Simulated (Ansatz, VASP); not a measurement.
## Two plane-wave programs on W

The input INCAR:

```
PREC = Accurate ; ENCUT = 520
EDIFF = 1E-6 ; ISMEAR = 0
SIGMA = 0.15 ; LREAL = F
LASPH = T ; NELM = 60
ALGO = Fast ; ISIF = 2
LWAVE = F ; LCHARG = F
GGA = PE ; NBANDS = 13
```

KPOINTS

```
regular mesh
0
Gamma
  20 20 20
```

Contents of POSCAR:

```
W
1.0
   -1.6172662500      1.5773337500      1.5973000000
    1.6172662500     -1.5773337500      1.5973000000
    1.6172662500      1.5773337500     -1.5973000000
W
1
Direct
    0.0000000000      0.0000000000      0.0000000000
```

Input for Ansatz:

```yaml
crystal:
  lattice:
    - [-1.61726625, 1.57733375, 1.5973]
    - [1.61726625, -1.57733375, 1.5973]
    - [1.61726625, 1.57733375, -1.5973]
  atoms:
    - { symbol: W, position: [0.0, 0.0, 0.0] }
basis:
  ecutwfc: 420
kpoints:
  mp_grid: { grid: [20, 20, 20] }
hamiltonian:
  xc: pbe
scf:
  occupations: { method: gaussian, width: 0.15 }
output:
  forces: true
  stress: true
  eigenvalues: true
  write_density: true
  write_potential: true
  elf: true
  volumetric_format: npy
```

Change from the starting cell: strain +0.0125 x Voigt [1, -1, 0, 0, 0, 0], atoms carried along.

Alike in both runs: task single point; functional PBE; k mesh 20 × 20 × 20; occupations gaussian, width 0.15 eV; no spin polarisation.

```csv
,VASP,Ansatz
version,VASP 6.6.1,Ansatz 0.2.0
potentials or method,"VASP PAW PBE potentials, release 64 (W_sv)","scalar-relativistic, plane waves, PAW"
plane-wave cutoff (eV),520,420
valence electrons in the cell,14,14
```

VASP gave:

| Property | Result |
| --- | --- |
| gap on the k mesh at the Fermi level (eV) | none |
| pressure (GPa) | -2.5 |
| largest component of the traceless stress (GPa) | 4.17 |

Q: Estimate Ansatz's values.

A: gap on the k mesh at the Fermi level (eV): none; pressure (GPa): -3.0; largest component of the traceless stress (GPa): 4.17.

A gap of «none» marks a metal or a gap that the smearing closes.

The runs have no spin-orbit coupling, so splittings on W are missing.
